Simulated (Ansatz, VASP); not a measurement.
**Ir in VASP and in Ansatz**

```xyz
1
Lattice="0.0000 1.9408 1.9408 1.9408 0.0000 1.9408 1.9408 1.9408 0.0000" Properties=species:S:1:pos:R:3 pbc="T T T"
Ir    0.0000    0.0000    0.0000
```

Change from the starting cell: volume scaled by 1.04.

Alike in both runs: task single point; functional PBE; k mesh 12 × 12 × 12; occupations fermi-dirac, width 0.05 eV; no spin polarisation.

|  | VASP | Ansatz |
| --- | --- | --- |
| version | VASP 6.6.1 | Ansatz 0.2.0 |
| potentials or method | VASP PAW PBE potentials, release 64 (Ir), cutoff 520 eV | all-electron LAPW, scalar-relativistic |

```csv
,VASP,Ansatz,Ansatz less VASP
gap on the k mesh at the Fermi level (eV),none,none,-
pressure (GPa),-2.8,-3.3,-0.52
```

A gap of «none» marks a metal or a gap that the smearing closes. Ansatz ran all-electron here, so the differences hold the error of VASP's frozen core and of both bases.

Spin-orbit coupling is left out, which matters for the levels of Ir.
